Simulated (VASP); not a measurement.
Here is a VASP 6.6.1 calculation.

INCAR

```
ALGO = Normal
EDIFF = 1E-7
EDIFFG = -0.01
ENCUT = 600
IBRION = 2
ISIF = 2
ISMEAR = 1
LASPH = True
LCHARG = False
LMIXTAU = True
LREAL = False
LWAVE = False
METAGGA = R2SCAN
NELM = 80
NSW = 40
PREC = Accurate
SIGMA = 0.1
```

Contents of KPOINTS:

```
k-points
0
Gamma
  10 10 10
```

Contents of POSCAR:

```
Rb                                      
1.0
   -2.8933167786      2.8933167786      2.8933167786
    2.8933167786     -2.8933167786      2.8933167786
    2.8933167786      2.8933167786     -2.8933167786
  Rb            
     1
Direct
     0.0000000000000000    0.0000000000000000    0.0000000000000000
```

Potentials or basis: VASP PAW PBE potentials, release 64 (Rb_sv).

Run with:

```sh
$ cat potpaw_PBE.64/Rb_sv/POTCAR > POTCAR
$ mpirun -np 1 vasp_std > vasp.out
```

(1) Estimate the band gap on the k mesh.

## Answers

(1) none (metal or under the smearing width).

Caveat: the relaxation stopped at its first step, so nothing moved.
